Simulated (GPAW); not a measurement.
# CdSe (Fm-3m) in GPAW: convergence with convergence criteria

Aim: find how far convergence criteria must go before the results for CdSe settle, at PBE. This setting moves, with any that are tied to it; all else stays.

All numbers are computed with GPAW 26.7.0; they aren't measurements. Logs are shortened: lines on timing, memory, paths and dates and some standing lists are left out, and cuts for length are marked. The log counts tension as positive stress, the text compression.

## 1. The structure

The structure is cubic, space group Fm-3m (No. 225). The conventional cell has a = 5.748 Å, b = 5.748 Å, c = 5.748 Å, α = 90.00°, β = 90.00°, γ = 90.00°. Cd (site symmetry m-3m) has 6 Se at 2.87 Å as nearest neighbours. Se (site symmetry m-3m) has 6 Cd at 2.87 Å as nearest neighbours.

Measurements of this composition are mostly on another form, of space group No. 186.

## 2. With convergence criteria density=0.001 energy=0.01 eigenstates=0.0001

File run.py:

```python
from ase import Atoms
from ase.dft.bandgap import bandgap
from ase.io import write
from ase.units import GPa
from gpaw import GPAW, PW

atoms = Atoms(['Cd', 'Se'],
              cell=[[0.0, 2.873958, 2.873958],
                    [2.873958, 0.0, 2.873958],
                    [2.873958, 2.873958, 0.0]],
              scaled_positions=[[0.0, 0.0, 0.0],
                                [0.5, 0.5, 0.5]],
              pbc=True)

calc = GPAW(mode=PW(600),
            xc='PBE',
            kpts={'size': (8, 8, 8), 'gamma': True},
            occupations={'name': 'fermi-dirac', 'width': 0.05},
            nbands=18,
            convergence={'density': 0.001, 'energy': 0.01, 'eigenstates': 0.0001},
            maxiter=100,
            txt='gpaw.txt')
atoms.calc = calc
energy = atoms.get_potential_energy()
forces = atoms.get_forces()
stress = atoms.get_stress()
calc.write('gs.gpw')
write('result.traj', atoms)
print(f'Energy: {energy:.6f} eV')
print('Forces (eV/A):')
print(forces.round(4))
print('Stress (GPa):', (stress / GPa).round(3))
print('Fermi level:', round(calc.get_fermi_level(), 4), 'eV')
print(f'Gap: {bandgap(calc)[0]:.4f} eV, direct: {bandgap(calc, direct=True)[0]:.4f} eV')
```

Potentials or basis: GPAW PAW data sets (gpaw-data 1.2.1), pw.

The run is started by

```bash
> OMP_NUM_THREADS=1 python run.py
```

gpaw.txt:

```text
__  _  _
 | _ |_)|_||  |
 |__||  | ||/\| - 26.7.0

Input parameters:
  mode=PW(ecut=600.0),
  convergence={'density': 0.001, 'energy': 0.01, 'eigenstates': 0.0001},
  kpts=MonkhorstPack(size=(8, 8, 8), gamma=True),
  maxiter=100,
  nbands=18,
  occupations=Occupations(name='fermi-dirac', width=0.05),
  xc=XC(name='PBE')

Diagonalizing LCAO Hamiltonian
Converting LCAO to pw mode

                Se

       Cd

Atoms  # Å, Bohr magnetons
|   | symbol |        x |        y |        z |    initial magnetic moments |
|---|--------|----------|----------|----------|-----------------------------|
| 0 |     Cd | 0.000000 | 0.000000 | 0.000000 | ( 0.0000,  0.0000,  0.0000) |
| 1 |     Se | 2.873958 | 2.873958 | 2.873958 | ( 0.0000,  0.0000,  0.0000) |

Unit cell  # Å
| periodic |        x |        y |        z |  lengths |    angles |
|----------|----------|----------|----------|----------|-----------|
|      yes | 0.000000 | 2.873958 | 2.873958 | 4.064390 | 60.000000 |
|      yes | 2.873958 | 0.000000 | 2.873958 | 4.064390 | 60.000000 |
|      yes | 2.873958 | 2.873958 | 0.000000 | 4.064390 | 60.000000 |

Number of symmetries: 48
Symmetry operations  # r_c * U_cc + t_c -> r_c
|    | kind |            matrix            |
|----|------|------------------------------|
|  0 |  σ   |  1, 0, 0,  1, 0,-1,  1,-1, 0 |
|  1 |  C2  |  1, 0, 0,  1,-1, 0,  1, 0,-1 |
|  2 |  E   |  1, 0, 0,  0, 1, 0,  0, 0, 1 |
|  3 |  σ   |  1, 0, 0,  0, 0, 1,  0, 1, 0 |
|  4 |  C4  |  1, 0,-1,  1, 0, 0,  1,-1, 0 |
|  5 |  S6  |  1, 0,-1,  1,-1, 0,  1, 0, 0 |
|  6 |  σ   |  1, 0,-1,  0, 1,-1,  0, 0,-1 |
|  7 |  C3  |  1, 0,-1,  0, 0,-1,  0, 1,-1 |
|  8 |  S6  |  1,-1, 0,  1, 0, 0,  1, 0,-1 |
|  9 |  C4  |  1,-1, 0,  1, 0,-1,  1, 0, 0 |
| 10 |  C3  |  1,-1, 0,  0,-1, 1,  0,-1, 0 |
| 11 |  σ   |  1,-1, 0,  0,-1, 0,  0,-1, 1 |
| 12 |  σ   |  0, 1, 0,  1, 0, 0,  0, 0, 1 |
| 13 |  C4  |  0, 1, 0,  0, 1,-1, -1, 1, 0 |
| 14 |  C3  |  0, 1, 0,  0, 0, 1,  1, 0, 0 |
| 15 |  S6  |  0, 1, 0, -1, 1, 0,  0, 1,-1 |
| 16 |  C2  |  0, 1,-1,  1, 0,-1,  0, 0,-1 |
| 17 |  σ   |  0, 1,-1,  0, 1, 0, -1, 1, 0 |
| 18 |  S4  |  0, 1,-1,  0, 0,-1,  1, 0,-1 |
| 19 |  C4  |  0, 1,-1, -1, 1, 0,  0, 1, 0 |
| 20 |  C3  |  0, 0, 1,  1, 0, 0,  0, 1, 0 |
| 21 |  σ   |  0, 0, 1,  0, 1, 0,  1, 0, 0 |
| 22 |  S6  |  0, 0, 1,  0,-1, 1, -1, 0, 1 |
| 23 |  C4  |  0, 0, 1, -1, 0, 1,  0,-1, 1 |
| 24 |  S4  |  0, 0,-1,  1, 0,-1,  0, 1,-1 |
| 25 |  C3  |  0, 0,-1,  0, 1,-1,  1, 0,-1 |
| 26 |  C2  |  0, 0,-1,  0,-1, 0, -1, 0, 0 |
| 27 |  S6  |  0, 0,-1, -1, 0, 0,  0,-1, 0 |
| 28 |  S4  |  0,-1, 1,  1,-1, 0,  0,-1, 0 |
| 29 |  C4  |  0,-1, 1,  0, 0, 1, -1, 0, 1 |
| 30 |  C2  |  0,-1, 1,  0,-1, 0,  1,-1, 0 |
| 31 |  σ   |  0,-1, 1, -1, 0, 1,  0, 0, 1 |
| 32 |  C3  |  0,-1, 0,  1,-1, 0,  0,-1, 1 |
| 33 |  S6  |  0,-1, 0,  0, 0,-1, -1, 0, 0 |
| 34 |  S4  |  0,-1, 0,  0,-1, 1,  1,-1, 0 |
| 35 |  C2  |  0,-1, 0, -1, 0, 0,  0, 0,-1 |
| 36 |  C2  | -1, 1, 0,  0, 1, 0,  0, 1,-1 |
| 37 |  S6  | -1, 1, 0,  0, 1,-1,  0, 1, 0 |
| 38 |  S4  | -1, 1, 0, -1, 0, 1, -1, 0, 0 |
| 39 |  C3  | -1, 1, 0, -1, 0, 0, -1, 0, 1 |
| 40 |  S6  | -1, 0, 1,  0, 0, 1,  0,-1, 1 |
| 41 |  C2  | -1, 0, 1,  0,-1, 1,  0, 0, 1 |
| 42 |  C3  | -1, 0, 1, -1, 1, 0, -1, 0, 0 |
| 43 |  S4  | -1, 0, 1, -1, 0, 0, -1, 1, 0 |
| 44 |  C2  | -1, 0, 0,  0, 0,-1,  0,-1, 0 |
| 45 |  i   | -1, 0, 0,  0,-1, 0,  0, 0,-1 |
| 46 |  σ   | -1, 0, 0, -1, 1, 0, -1, 0, 1 |
| 47 |  C2  | -1, 0, 0, -1, 0, 1, -1, 1, 0 |

BZ-sampling:
  Number of BZ points: 512
  Number of IBZ points: 29

  Monkhorst-Pack size: [8, 8, 8]
  Monkhorst-Pack shift: [0.0625, 0.0625, 0.0625]

K-points  # in reciprocal-cell coordinates
|     |                                coordinates |     weight |
|-----|--------------------------------------------|------------|
|   0 | (  0.00000000,   0.00000000,   0.00000000) | 0.00195312 |
|   1 | (  0.12500000,   0.12500000,   0.00000000) | 0.01171875 |
|   2 | (  0.12500000,   0.12500000,   0.12500000) | 0.01562500 |
|   3 | (  0.25000000,   0.12500000,   0.12500000) | 0.02343750 |
|   4 | (  0.25000000,   0.25000000,   0.00000000) | 0.01171875 |
|   5 | (  0.25000000,   0.25000000,   0.12500000) | 0.04687500 |
|   6 | (  0.25000000,   0.25000000,   0.25000000) | 0.01562500 |
|   7 | (  0.37500000,   0.25000000,  -0.37500000) | 0.04687500 |
|   8 | (  0.37500000,   0.25000000,   0.12500000) | 0.04687500 |
|   9 | (  0.37500000,   0.25000000,   0.25000000) | 0.04687500 |
| ... |                                            |            |
|  28 | (  0.50000000,   0.50000000,   0.50000000) | 0.00781250 |

Plane wave coefficients: 1604
Cutoff: 600.0 eV

Spin-components: 1 (collinear spins)
Bands:           18
Projectors:      11
Spin-degeneracy: 2
Datatype:        complex128

Parallelization:
  kpt:    1
  domain: 1
  band:   1

Density:
  Valence electrons: 18.0
  Components: 1
  Grid points: [24 24 24]
  Charge: 0.0  # |e|

Potential:
  Grid points: [24 24 24]

species:
  Cd:
    name:    Cadmium
    Z:       48.0
    valence: 12
    core:    36
    charge:  0.0  # [|e|]
    compensation charges:
      type: gauss
      rc: 0.38  # [Å]
      lmax: 2
    cutoffs:
      filter: 2.12  # [Å]
      core: 2.62  # [Å]
    projectors
    | kind |    occ | energy [eV] | rcut [Å] |
    |------|--------|-------------|----------|
    |   5s |  2.000 |      -5.655 |    1.191 |
    |   5p |  0.000 |      -1.186 |    1.228 |
    |   4d | 10.000 |     -11.739 |    1.164 |
    |    s |        |      21.556 |    1.191 |
    |    p |        |      26.026 |    1.228 |
    |    d |        |      15.473 |    1.164 |

    Using partial waves for Cd as LCAO basis

  Se:
    name:    Selenium
    Z:       34.0
    valence: 6
    core:    28
    charge:  0.0  # [|e|]
    compensation charges:
      type: gauss
      rc: 0.27  # [Å]
      lmax: 2
    cutoffs:
      filter: 1.77  # [Å]
      core: 2.67  # [Å]
    projectors
    | kind |    occ | energy [eV] | rcut [Å] |
    |------|--------|-------------|----------|
    |   4s |  2.000 |     -17.277 |    0.847 |
    |   4p |  4.000 |      -6.512 |    1.005 |
    |    s |        |       9.935 |    0.847 |
    |    p |        |      20.699 |    1.005 |
    |    d |        |       0.000 |    0.847 |

    Using partial waves for Se as LCAO basis

Reference energy: -218276.650467  # eV

eigensolver:
  PPCG
  Converge bands: occupied
  niter=2

density mixing:
  MSR1-Mixer
  Pratt-step length: 0.05
  Maximum mixing coefficient: 0.75
  Old densities: 10
  SVD Regularization: 0.005
  Good broyden scale: 1.0
  Trust region scale: 1.0
  Backstep threshold: 4.0
  History deletion threshold: 6.0
  Fourier metric: weight=20.0, sigma=0.015

occupation numbers:
  Fermi-Dirac:
    width: 0.0500  # eV

poisson solver:
  ecut: 4800.0  # eV

xc functional:
  name: PBE with 2 nearest neighbor stencil

convergence criteria:
- Maximum integral of absolute [dens]ity change: 0.001 electrons / valence electron
- Maximum [total energy] change in last 3 cyles: 0.01 eV / valence electron
- Maximum integral of absolute [eigenst]ate change: 0.0001 eV^2 / valence electron
maximum number of iterations: 100

SCF iterations
|iter     | |      energy | eigst |  dens |
|---------|-|-------------|-------|-------|
|iter:   1| |   -5.801228 | -0.72 |       |
|iter:   2| |   -5.710550 | -2.63 | -1.16 |
|iter:   3| |   -5.391545 | -1.59 | -1.20 |
|iter:   4| |   -5.390194 | -3.58 | -1.84 |
|iter:   5| |   -5.389977c| -4.04c| -2.31 |
|iter:   6| |   -5.390006c| -4.87c| -3.11c|

Converged in 6 steps
Energy contributions relative to reference atoms: (reference = -218276.650467)

Energy contributions:
  Kinetic:          16.953164
  Coulomb:         -15.097333
  Zero:              0.038460
  External:          0.000000
  Xc:               -7.282908
  Entropy:          -0.002779
  Spinorbit:         0.000000
  ----------------------------
  Free energy:      -5.391395
  Extrapolated:     -5.390006

dipole moment: (-18.810085, -18.810085, -18.810085)  # |e|*Ang

Fermi level: 5.546
Eigenvalues  # (at kpt = [0.000, 0.000, 0.000])
| band index |      eig [eV] | occ [0-2] |
|------------|---------------|-----------|
|          0 |        -7.429 |     2.000 |
|        ... |               |           |
|          2 |        -2.421 |     2.000 |
|          3 |        -2.403 |     2.000 |
|          4 |        -2.403 |     2.000 |
|          5 |        -2.403 |     2.000 |
|          6 |         4.822 |     2.000 |
|          7 |         4.822 |     2.000 |
[... 8 lines left out ...]
|         16 |        15.571 |     0.000 |
|         17 |        17.206 |     0.000 |

No gap
No difference between direct/indirect transitions

Forces  # eV/Ang
|       x |        y |        z |
|---------|----------|----------|
| 0.00000 |  0.00000 |  0.00000 |  # Cd   0
| 0.00000 | -0.00000 | -0.00000 |  # Se   1

Stress tensor  # eV/Ang^3
|        x |        y |        z |
|----------|----------|----------|
| 0.003139 | 0.000000 | 0.000000 |
| 0.000000 | 0.003139 | 0.000000 |
| 0.000000 | 0.000000 | 0.003139 |

# Writing to gs.gpw (mode='')
```

stdout:

```text
Energy: -5.390006 eV
Forces (eV/A):
[[ 0.  0.  0.]
 [ 0. -0. -0.]]
Stress (GPa): [0.503 0.503 0.503 0.    0.    0.   ]
Fermi level: 5.5459 eV
Gap: 0.0000 eV, direct: 0.0000 eV
```

Run time: 9.2 s. Hardware: 1 thread of Arm Neoverse V2, shared host; peak memory 0.16 GiB.

Results:

- Free energy: -5.3914 eV
- Pressure: -0.5 GPa
- Band gap on the k mesh: none (metal or under the smearing width)

## 3. With convergence criteria default

run.py: that of step 2 with these lines changed.

```diff
@@ -19,3 +19,2 @@
             nbands=18,
-            convergence={'density': 0.001, 'energy': 0.01, 'eigenstates': 0.0001},
             maxiter=100,
```

Potentials or basis: GPAW PAW data sets (gpaw-data 1.2.1), pw.

The run is started by

```bash
> OMP_NUM_THREADS=1 python run.py
```

It took 12 s on 1 thread of Arm Neoverse V2, shared host; peak memory 0.16 GiB.

It converged, with:

- Free energy: -5.3914 eV
- Pressure: -0.5 GPa
- Band gap on the k mesh: none (metal or under the smearing width)

## 4. With convergence criteria density=1e-05 energy=1e-05

run.py: that of step 3 with these lines changed.

```diff
@@ -19,2 +19,3 @@
             nbands=18,
+            convergence={'density': 1e-05, 'energy': 1e-05},
             maxiter=100,
```

The run is started by

```bash
> OMP_NUM_THREADS=1 python run.py
```

Run time: 12 s. Hardware: 1 thread of Arm Neoverse V2, shared host; peak memory 0.16 GiB.

It converged, with:

```
Free energy            : -5.3914 eV
Pressure               : -0.5 GPa
Band gap on the k mesh : none (metal or under the smearing width)
```

## 5. With convergence criteria density=1e-05 forces=0.0001

run.py: that of step 4 with these lines changed.

```diff
@@ -19,3 +19,3 @@
             nbands=18,
-            convergence={'density': 1e-05, 'energy': 1e-05},
+            convergence={'density': 1e-05, 'forces': 0.0001},
             maxiter=100,
```

The run is started by

```bash
> OMP_NUM_THREADS=1 python run.py
```

It took 13 s on 1 thread of Arm Neoverse V2, shared host; peak memory 0.16 GiB.

The run converged. Its results:

```
Free energy            : -5.3914 eV
Pressure               : -0.5 GPa
Band gap on the k mesh : none (metal or under the smearing width)
```

## 6. With convergence criteria density=1e-06 energy=1e-06 eigenstates=1e-10

run.py: that of step 5 with these lines changed.

```diff
@@ -19,3 +19,3 @@
             nbands=18,
-            convergence={'density': 1e-05, 'forces': 0.0001},
+            convergence={'density': 1e-06, 'energy': 1e-06, 'eigenstates': 1e-10},
             maxiter=100,
```

Potentials or basis: GPAW PAW data sets (gpaw-data 1.2.1), pw.

The run is started by

```bash
> OMP_NUM_THREADS=1 python run.py
```

It took 14 s on 1 thread of Arm Neoverse V2, shared host; peak memory 0.16 GiB.

The run converged. Its results:

| Item | Value |
| --- | --- |
| Free energy | -5.3914 eV |
| Pressure | -0.5 GPa |
| Band gap on the k mesh | none (metal or under the smearing width) |

## 7. Result

```csv
convergence criteria,"energy less the tightest run, at zero smearing (meV/atom)",SCF cycles,CPU time (s),peak memory (GiB)
density=0.001 energy=0.01 eigenstates=0.0001,0.00,6,9.2,0.16
default,0.00,8,12,0.16
density=1e-05 energy=1e-05,0.00,9,12,0.16
density=1e-05 forces=0.0001,0.00,10,13,0.16
density=1e-06 energy=1e-06 eigenstates=1e-10,0.00,10,14,0.16
```

Against the tightest run, the energy stays within 1 meV/atom from density=0.001 energy=0.01 eigenstates=0.0001 on. The tightest run that finished is the yardstick and may itself not be fully converged.
